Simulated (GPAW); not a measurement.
# Pb (Fm-3m) in GPAW: a series of runs

The runs below take Pb through single point, with PBE.

Program: GPAW 26.7.0. These are calculated values, not measurements. Logs are shortened: lines on timing, memory, paths and dates and some standing lists are left out, and cuts for length are marked. The log counts tension as positive stress, the text compression.

## (1) Starting point

The structure is cubic, space group Fm-3m (No. 225). Conventional cell: a = 4.950 Å, b = 4.950 Å, c = 4.950 Å, α = 90.00°, β = 90.00°, γ = 90.00°. Pb (site symmetry m-3m) is surrounded by 12 Pb at 3.50 Å.

## (2) Single point, PBE

run.py

```python
from ase import Atoms
from ase.dft.bandgap import bandgap
from ase.io import write
from ase.units import GPa
from gpaw import GPAW, PW

atoms = Atoms(['Pb'],
              cell=[[0.0, 2.47502, 2.47502],
                    [2.47502, 0.0, 2.47502],
                    [2.47502, 2.47502, 0.0]],
              scaled_positions=[[0.0, 0.0, 0.0]],
              pbc=True)

calc = GPAW(mode=PW(600),
            xc='PBE',
            kpts={'size': (15, 15, 15), 'gamma': True},
            occupations={'name': 'fermi-dirac', 'width': 0.05},
            nbands=14,
            convergence={'density': 1e-05, 'energy': 1e-05},
            maxiter=100,
            txt='gpaw.txt')
atoms.calc = calc
energy = atoms.get_potential_energy()
forces = atoms.get_forces()
stress = atoms.get_stress()
calc.write('gs.gpw')
write('result.traj', atoms)
print(f'Energy: {energy:.6f} eV')
print('Forces (eV/A):')
print(forces.round(4))
print('Stress (GPa):', (stress / GPa).round(3))
print('Fermi level:', round(calc.get_fermi_level(), 4), 'eV')
print(f'Gap: {bandgap(calc)[0]:.4f} eV, direct: {bandgap(calc, direct=True)[0]:.4f} eV')
```

Potentials or basis: GPAW PAW data sets (gpaw-data 1.2.1), pw.

Started as:

```bash
OMP_NUM_THREADS=1 python run.py
```

gpaw.txt:

```text
__  _  _
 | _ |_)|_||  |
 |__||  | ||/\| - 26.7.0

Input parameters:
  mode=PW(ecut=600.0),
  convergence={'density': 1e-05, 'energy': 1e-05},
  kpts=MonkhorstPack(size=(15, 15, 15), gamma=True),
  maxiter=100,
  nbands=14,
  occupations=Occupations(name='fermi-dirac', width=0.05),
  xc=XC(name='PBE')

Diagonalizing LCAO Hamiltonian
Converting LCAO to pw mode

       Pb

Atoms  # Å, Bohr magnetons
|   | symbol |        x |        y |        z |    initial magnetic moments |
|---|--------|----------|----------|----------|-----------------------------|
| 0 |     Pb | 0.000000 | 0.000000 | 0.000000 | ( 0.0000,  0.0000,  0.0000) |

Unit cell  # Å
| periodic |        x |        y |        z |  lengths |    angles |
|----------|----------|----------|----------|----------|-----------|
|      yes | 0.000000 | 2.475020 | 2.475020 | 3.500207 | 60.000000 |
|      yes | 2.475020 | 0.000000 | 2.475020 | 3.500207 | 60.000000 |
|      yes | 2.475020 | 2.475020 | 0.000000 | 3.500207 | 60.000000 |

Number of symmetries: 48
Symmetry operations  # r_c * U_cc + t_c -> r_c
|    | kind |            matrix            |
|----|------|------------------------------|
|  0 |  σ   |  1, 0, 0,  1, 0,-1,  1,-1, 0 |
|  1 |  C2  |  1, 0, 0,  1,-1, 0,  1, 0,-1 |
|  2 |  E   |  1, 0, 0,  0, 1, 0,  0, 0, 1 |
|  3 |  σ   |  1, 0, 0,  0, 0, 1,  0, 1, 0 |
|  4 |  C4  |  1, 0,-1,  1, 0, 0,  1,-1, 0 |
|  5 |  S6  |  1, 0,-1,  1,-1, 0,  1, 0, 0 |
|  6 |  σ   |  1, 0,-1,  0, 1,-1,  0, 0,-1 |
|  7 |  C3  |  1, 0,-1,  0, 0,-1,  0, 1,-1 |
|  8 |  S6  |  1,-1, 0,  1, 0, 0,  1, 0,-1 |
|  9 |  C4  |  1,-1, 0,  1, 0,-1,  1, 0, 0 |
| 10 |  C3  |  1,-1, 0,  0,-1, 1,  0,-1, 0 |
| 11 |  σ   |  1,-1, 0,  0,-1, 0,  0,-1, 1 |
| 12 |  σ   |  0, 1, 0,  1, 0, 0,  0, 0, 1 |
| 13 |  C4  |  0, 1, 0,  0, 1,-1, -1, 1, 0 |
| 14 |  C3  |  0, 1, 0,  0, 0, 1,  1, 0, 0 |
| 15 |  S6  |  0, 1, 0, -1, 1, 0,  0, 1,-1 |
| 16 |  C2  |  0, 1,-1,  1, 0,-1,  0, 0,-1 |
| 17 |  σ   |  0, 1,-1,  0, 1, 0, -1, 1, 0 |
| 18 |  S4  |  0, 1,-1,  0, 0,-1,  1, 0,-1 |
| 19 |  C4  |  0, 1,-1, -1, 1, 0,  0, 1, 0 |
| 20 |  C3  |  0, 0, 1,  1, 0, 0,  0, 1, 0 |
| 21 |  σ   |  0, 0, 1,  0, 1, 0,  1, 0, 0 |
| 22 |  S6  |  0, 0, 1,  0,-1, 1, -1, 0, 1 |
| 23 |  C4  |  0, 0, 1, -1, 0, 1,  0,-1, 1 |
| 24 |  S4  |  0, 0,-1,  1, 0,-1,  0, 1,-1 |
| 25 |  C3  |  0, 0,-1,  0, 1,-1,  1, 0,-1 |
| 26 |  C2  |  0, 0,-1,  0,-1, 0, -1, 0, 0 |
| 27 |  S6  |  0, 0,-1, -1, 0, 0,  0,-1, 0 |
| 28 |  S4  |  0,-1, 1,  1,-1, 0,  0,-1, 0 |
| 29 |  C4  |  0,-1, 1,  0, 0, 1, -1, 0, 1 |
| 30 |  C2  |  0,-1, 1,  0,-1, 0,  1,-1, 0 |
| 31 |  σ   |  0,-1, 1, -1, 0, 1,  0, 0, 1 |
| 32 |  C3  |  0,-1, 0,  1,-1, 0,  0,-1, 1 |
| 33 |  S6  |  0,-1, 0,  0, 0,-1, -1, 0, 0 |
| 34 |  S4  |  0,-1, 0,  0,-1, 1,  1,-1, 0 |
| 35 |  C2  |  0,-1, 0, -1, 0, 0,  0, 0,-1 |
| 36 |  C2  | -1, 1, 0,  0, 1, 0,  0, 1,-1 |
| 37 |  S6  | -1, 1, 0,  0, 1,-1,  0, 1, 0 |
| 38 |  S4  | -1, 1, 0, -1, 0, 1, -1, 0, 0 |
| 39 |  C3  | -1, 1, 0, -1, 0, 0, -1, 0, 1 |
| 40 |  S6  | -1, 0, 1,  0, 0, 1,  0,-1, 1 |
| 41 |  C2  | -1, 0, 1,  0,-1, 1,  0, 0, 1 |
| 42 |  C3  | -1, 0, 1, -1, 1, 0, -1, 0, 0 |
| 43 |  S4  | -1, 0, 1, -1, 0, 0, -1, 1, 0 |
| 44 |  C2  | -1, 0, 0,  0, 0,-1,  0,-1, 0 |
| 45 |  i   | -1, 0, 0,  0,-1, 0,  0, 0,-1 |
| 46 |  σ   | -1, 0, 0, -1, 1, 0, -1, 0, 1 |
| 47 |  C2  | -1, 0, 0, -1, 0, 1, -1, 1, 0 |

BZ-sampling:
  Number of BZ points: 3375
  Number of IBZ points: 120

  Monkhorst-Pack size: [15, 15, 15]
  Monkhorst-Pack shift: [0, 0, 0]

K-points  # in reciprocal-cell coordinates
|     |                                coordinates |     weight |
|-----|--------------------------------------------|------------|
|   0 | (  0.00000000,   0.00000000,   0.00000000) | 0.00029630 |
|   1 | (  0.06666667,   0.06666667,   0.00000000) | 0.00177778 |
|   2 | (  0.06666667,   0.06666667,   0.06666667) | 0.00237037 |
|   3 | (  0.13333333,   0.06666667,   0.06666667) | 0.00355556 |
|   4 | (  0.13333333,   0.13333333,   0.00000000) | 0.00177778 |
|   5 | (  0.13333333,   0.13333333,   0.06666667) | 0.00711111 |
|   6 | (  0.13333333,   0.13333333,   0.13333333) | 0.00237037 |
|   7 | (  0.20000000,   0.13333333,   0.06666667) | 0.00711111 |
|   8 | (  0.20000000,   0.13333333,   0.13333333) | 0.00711111 |
|   9 | (  0.20000000,   0.20000000,   0.00000000) | 0.00177778 |
| ... |                                            |            |
| 119 | (  0.46666667,   0.46666667,   0.46666667) | 0.00237037 |

Plane wave coefficients: 1031
Cutoff: 600.0 eV

Spin-components: 1 (collinear spins)
Bands:           14
Projectors:      6
Spin-degeneracy: 2
Datatype:        complex128

Parallelization:
  kpt:    1
  domain: 1
  band:   1

Density:
  Valence electrons: 14.0
  Components: 1
  Grid points: [20 20 20]
  Charge: 0.0  # |e|

Potential:
  Grid points: [20 20 20]

species:
  Pb:
    name:    Lead
    Z:       82.0
    valence: 14
    core:    68
    charge:  0.0  # [|e|]
    compensation charges:
      type: gauss
      rc: 0.38  # [Å]
      lmax: 2
    cutoffs:
      filter: 2.36  # [Å]
      core: 2.43  # [Å]
    projectors
    | kind |    occ | energy [eV] | rcut [Å] |
    |------|--------|-------------|----------|
    |   6s |  2.000 |     -11.969 |    1.259 |
    |   6p |  2.000 |      -3.506 |    1.275 |
    |   5d | 10.000 |     -21.211 |    1.217 |
    |    s |        |      15.243 |    1.259 |
    |    p |        |      23.705 |    1.275 |
    |    d |        |       6.001 |    1.217 |

    Using partial waves for Pb as LCAO basis

Reference energy: -567274.463364  # eV

eigensolver:
  PPCG
  Converge bands: occupied
  niter=2

density mixing:
  MSR1-Mixer
  Pratt-step length: 0.05
  Maximum mixing coefficient: 0.75
  Old densities: 10
  SVD Regularization: 0.005
  Good broyden scale: 1.0
  Trust region scale: 1.0
  Backstep threshold: 4.0
  History deletion threshold: 6.0
  Fourier metric: weight=20.0, sigma=0.015

occupation numbers:
  Fermi-Dirac:
    width: 0.0500  # eV

poisson solver:
  ecut: 4800.0  # eV

xc functional:
  name: PBE with 2 nearest neighbor stencil

convergence criteria:
- Maximum integral of absolute [dens]ity change: 1e-05 electrons / valence electron
- Maximum [total energy] change in last 3 cyles: 1e-05 eV / valence electron
- Maximum integral of absolute [eigenst]ate change: 4e-08 eV^2 / valence electron
maximum number of iterations: 100

SCF iterations
|iter     | |      energy | eigst |  dens |
|---------|-|-------------|-------|-------|
|iter:   1| |   -3.820403 | -0.28 |       |
|iter:   2| |   -3.819904 | -2.33 | -1.79 |
|iter:   3| |   -3.807425 | -2.51 | -1.82 |
|iter:   4| |   -3.807485 | -3.50 | -2.34 |
|iter:   5| |   -3.807589 | -4.27 | -2.77 |
|iter:   6| |   -3.807592c| -6.19 | -3.85 |
|iter:   7| |   -3.807593c| -6.76 | -4.30 |
|iter:   8| |   -3.807593c| -7.94c| -5.11c|

Converged in 8 steps
Energy contributions relative to reference atoms: (reference = -567274.463364)

Energy contributions:
  Kinetic:           9.106814
  Coulomb:          -9.057612
  Zero:              0.006928
  External:          0.000000
  Xc:               -3.861500
  Entropy:          -0.004445
  Spinorbit:         0.000000
  ----------------------------
  Free energy:      -3.809815
  Extrapolated:     -3.807593

dipole moment: (-20.911346, -20.911346, -20.911346)  # |e|*Ang

Fermi level: 7.584
Eigenvalues  # (at kpt = [0.000, 0.000, 0.000])
| band index |      eig [eV] | occ [0-2] |
|------------|---------------|-----------|
|          0 |        -9.446 |     2.000 |
|          1 |        -9.446 |     2.000 |
|          2 |        -9.446 |     2.000 |
|          3 |        -9.306 |     2.000 |
|          4 |        -9.306 |     2.000 |
|          5 |        -4.076 |     2.000 |
|          6 |        15.007 |     0.000 |
|          7 |        15.007 |     0.000 |
|          8 |        15.007 |     0.000 |
|          9 |        17.449 |     0.000 |
|         10 |        19.050 |     0.000 |
|         11 |        20.092 |     0.000 |
|         12 |        20.092 |     0.000 |
|         13 |        20.092 |     0.000 |

No gap
No difference between direct/indirect transitions

Forces  # eV/Ang
|        x |       y |       z |
|----------|---------|---------|
| -0.00000 | 0.00000 | 0.00000 |  # Pb   0

Stress tensor  # eV/Ang^3
|         x |         y |         z |
|-----------|-----------|-----------|
| -0.013224 |  0.000000 |  0.000000 |
|  0.000000 | -0.013224 | -0.000000 |
|  0.000000 | -0.000000 | -0.013224 |

# Writing to gs.gpw (mode='')
```

Run time: 20 s. Hardware: 1 thread of Arm Neoverse V1, shared host; peak memory 0.17 GiB.

What came out:

```yaml
Free_energy: -3.8098 eV
Pressure: 2.1 GPa
Band_gap_on_the_k_mesh: none (metal or under the smearing width)
```

Levels at points of the mesh, in eV from the Fermi level:
```tsv
k point	band 3	band 4	band 5	band 6	band 7	band 8	band 9	band 10
(0.00, 0.00, 0.00)	-17.03	-16.89	-16.89	-11.66	7.42	7.42	7.42	9.87
```

## (3) Single point, PBE

run.py

```python
from ase.dft.bandgap import bandgap
from ase.io import read, write
from ase.units import GPa
from gpaw import GPAW, PW

atoms = read('Pb.cif')

calc = GPAW(mode=PW(500),
            xc='PBE',
            kpts={'size': (9, 9, 9), 'gamma': True},
            occupations={'name': 'fermi-dirac', 'width': 0.05},
            nbands=14,
            convergence={'density': 1e-05, 'energy': 1e-05},
            maxiter=60,
            txt='gpaw.txt')
atoms.calc = calc
energy = atoms.get_potential_energy()
forces = atoms.get_forces()
stress = atoms.get_stress()
calc.write('gs.gpw')
write('result.traj', atoms)
print(f'Energy: {energy:.6f} eV')
print('Forces (eV/A):')
print(forces.round(4))
print('Stress (GPa):', (stress / GPa).round(3))
print('Fermi level:', round(calc.get_fermi_level(), 4), 'eV')
print(f'Gap: {bandgap(calc)[0]:.4f} eV, direct: {bandgap(calc, direct=True)[0]:.4f} eV')
```

Pb.cif

```cif
data_Pb
_cell_length_a 3.50020685
_cell_length_b 3.50020685
_cell_length_c 3.50020685
_cell_angle_alpha 60.00000000
_cell_angle_beta 60.00000000
_cell_angle_gamma 60.00000000
_space_group_name_H-M_alt 'P1'
_space_group_name_Hall 'P 1'
_space_group_IT_number 1
loop_
_space_group_symop_operation_xyz
'x,y,z'
loop_
_atom_site_label
_atom_site_type_symbol
_atom_site_symmetry_multiplicity
_atom_site_Wyckoff_symbol
_atom_site_fract_x
_atom_site_fract_y
_atom_site_fract_z
_atom_site_occupancy
Pb1 Pb 1 a 0.0000000000 0.0000000000 0.0000000000 1
```

Potentials or basis: GPAW PAW data sets (gpaw-data 1.2.1), pw.

Started as:

```bash
OMP_NUM_THREADS=1 python run.py
```

It took 6.8 s on 1 thread of Arm Neoverse V1, shared host; peak memory 0.13 GiB.

It converged, with:

```yaml
Free_energy: -3.8201 eV
Pressure: 1.7 GPa
Band_gap_on_the_k_mesh: none (metal or under the smearing width)
```

Levels at points of the mesh, in eV from the Fermi level:
```
           k point  band 4  band 5  band 6  band 7  band 8  band 9  band 10
(0.00, 0.00, 0.00)  -16.77  -16.77  -11.54    7.54    7.54    7.54     9.99
```

Caveat: the cutoff is short for stress and forces, so pressures can be off by a GPa or more. Spin-orbit coupling is left out, which matters for the levels of Pb.
